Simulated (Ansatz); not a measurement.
## GaCo: two-dimensional strain map

Computed with DFT PBEsol, scalar-relativistic, plane waves, PAW in Ansatz 0.2.0. Settings: plane waves to 420 eV, k-mesh 16×16×16 (Γ-centred), Gaussian smearing 0.15 eV. No spin polarisation. A magnetic state may lie lower. Energies are free energies at this smearing, counted from the undisturbed cell; pressure is positive in compression.

The starting cell (as given, not relaxed at this level; it stands at -8.1 GPa, and it needn't be the usual structure):

```yaml
crystal:
  lattice:
    - [2.88310, 0.00000, 0.00000]
    - [0.00000, 2.88310, 0.00000]
    - [0.00000, 0.00000, 2.88310]
  atoms:
    - { symbol: Ga, position: [0.50000, 0.50000, 0.50000] }
    - { symbol: Co, position: [0.00000, 0.00000, 0.00000] }
```

The cell is strained by p along both x and y and by q along z, fractional coordinates fixed. Points are written (p, q). At -8 GPa the given cell is far from its own equilibrium, so these figures belong to a strongly strained crystal.

Energy above the undisturbed cell in meV/atom (a dash: not computed):

| p \ q | -0.080 | -0.040 | 0.000 | 0.040 | 0.080 |
| --- | --- | --- | --- | --- | --- |
| -0.080 | 347.8 | 207.8 | 114.0 | 57.3 | 31.0 |
| -0.040 | 106.4 | 31.9 | -2.2 | -7.7 | 9.6 |
| 0.000 | 18.5 | -10.1 | 0.0 | 34.4 | 85.4 |
| 0.040 | 40.7 | 46.2 | 86.4 | 150.0 | 227.0 |
| 0.080 | 140.3 | 171.3 | 232.9 | 314.9 | 409.6 |

Pressure in GPa:

```
 p \ q  -0.080  -0.040  0.000  0.040  0.080
-0.080    66.2    47.7   32.8   20.8   11.0
-0.040    32.0    18.6    8.1   -0.2   -6.9
 0.000     9.1    -0.7   -8.1  -13.8  -18.2
 0.040    -6.0   -13.2  -18.4  -22.2  -24.8
 0.080   -15.6   -20.9  -24.5  -26.8  -28.3
```